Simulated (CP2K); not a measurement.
Al:

```
CELL_PARAMETERS angstrom
4.54673 0.00000 0.00000
-2.27337 3.93758 0.00000
0.00000 0.00000 2.75393
ATOMIC_POSITIONS crystal
Al 0.33333 0.66667 0.50000
Al 0.66667 0.33333 0.50000
```

The cell was built by a generator and needn't be a form met in nature.

Base run:

```yaml
Program: CP2K 2026.2
Functional: PBE
Potentials_or_basis: POTENTIAL_UZH Al GTH-PBE-q3; ccGRB-D basis
Density_cutoff: 6123 eV
k_mesh: 7 × 7 × 10
Occupations: fermi-dirac, width 0.05 eV
Spin: no spin polarisation
```

Its results: band gap on the k mesh none (metal or under the smearing width); pressure 1.2 GPa.

Problem. The run is repeated on the same cell with these changes: potentials or basis from POTENTIAL_UZH Al GTH-PBE-q3; ccGRB-D basis to POTENTIAL_UZH Al GTH-PBE-q3; DZVP-MOLOPT-PBE-GTH basis; basis sets from Al ccGRB-D-q3 to Al DZVP-MOLOPT-PBE-GTH-q3. What comes out?

Solution. Band gap on the k mesh none (metal or under the smearing width); pressure -0.1 GPa.

Caveats: the basis of atomic orbitals isn't converged, which shifts pressures, moduli and gaps.
